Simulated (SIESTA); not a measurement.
## Co under changes of volume

One of the cells (10.902 Å³/atom); the others are scaled copies at fixed shape and fractional positions:

```xyz
4
Lattice="2.4869 0.0000 0.0000 -1.2435 2.1537 0.0000 0.0000 0.0000 8.1418" Properties=species:S:1:pos:R:3 pbc="T T T"
Co    1.2435    0.7179    6.1063
Co    0.0000    0.0000    4.0709
Co    0.0000    1.4358    2.0354
Co    0.0000    0.0000    0.0000
```

- Program: SIESTA 5.4.2
- Functional: PBEsol
- Potentials or basis: PseudoDojo 0.4 standard (PBEsol files)
- Basis: DZP (energy shift 0.003 Ry; two zetas on semicore shells)
- Grid cutoff: 800 Ry
- Energy shift: 0.003 Ry
- k mesh: 12 × 12 × 4
- Occupations: fermi-dirac, width 0.05 eV
- Spin: collinear spin, ferromagnetic start
- Starting moments: [2.0, 2.0, 2.0, 2.0] μB

| volume (Å³/atom) | energy over the lowest point (meV/atom) | pressure (GPa) | moment (μB per cell) |
| --- | --- | --- | --- |
| 10.047 | 9.19 | 8.5 | 6.23 |
| 10.261 | 1.53 | 3.3 | 6.35 |
| 10.475 | 0.00 | -1.0 | 6.48 |
| 10.902 | ? | ? | ? |
| 11.116 | 31.34 | -13.9 | 6.72 |
| 11.330 | 51.61 | -16.6 | 6.78 |

Q: What does the run at 10.902 Å³/atom give?

A: Energy over the lowest point 14.98 meV/atom; pressure -10.4 GPa; moment 6.66 μB per cell.

Worked out: A Birch-Murnaghan fit of order 3 (a polynomial in V^(-2/3)) to the other rows has its minimum at 10.41 Å³/atom with B0 = V·E''(V) = 230 GPa and B' = 3.3 at fixed shape and positions, which overstates the stiffness. It gives 15.59 meV/atom at 10.902 Å³/atom, against the run's 14.98, and -dE/dV = -9.9 GPa, against -10.4. A parabola through the other rows of the moment, of slope 0.357 μB per Å³/atom there, gives 6.66 μB, against the run's 6.66.

Energies are extrapolated to zero smearing.

Caveats: short orbitals over semicore shells can move pressures by several GPa; the basis of atomic orbitals isn't converged, which shifts pressures, moduli and gaps.
